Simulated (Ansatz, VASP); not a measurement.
Two plane-wave programs on CdSe

```
CELL_PARAMETERS angstrom
0.00000 3.06778 3.06778
3.06778 0.00000 3.06778
3.06778 3.06778 0.00000
ATOMIC_POSITIONS crystal
Cd 0.00000 0.00000 0.00000
Se 0.25000 0.25000 0.25000
```

The cell was built by a generator and needn't be a form met in nature.

Alike in both runs: task single point; functional HSE06; k mesh 4 × 4 × 4; no spin polarisation.

```csv
,VASP,Ansatz
version,VASP 6.6.1,Ansatz 0.2.0
potentials or method,"VASP PAW PBE potentials, release 64 (Cd, Se)","plane waves, PAW"
plane-wave cutoff (eV),520,420
occupations,"gaussian, width 0.01 eV",fixed
valence electrons in the cell,18,36
```

```tsv
	VASP	Ansatz	Ansatz less VASP
gap on the k mesh at the Fermi level (eV)	1.50	1.50	-0.003
pressure (GPa)	0.5	0.4	-0.16
```

The two sets of potentials don't hold the same shells in valence. Ansatz warned: «stress_exchange_threshold_loose».

Caveats: the k mesh is coarse (spacing up to 0.44 Å⁻¹), so the values aren't converged, least of all with exact exchange; the PAW data sets were made with another functional, which shifts forces and pressure a little (VASP).
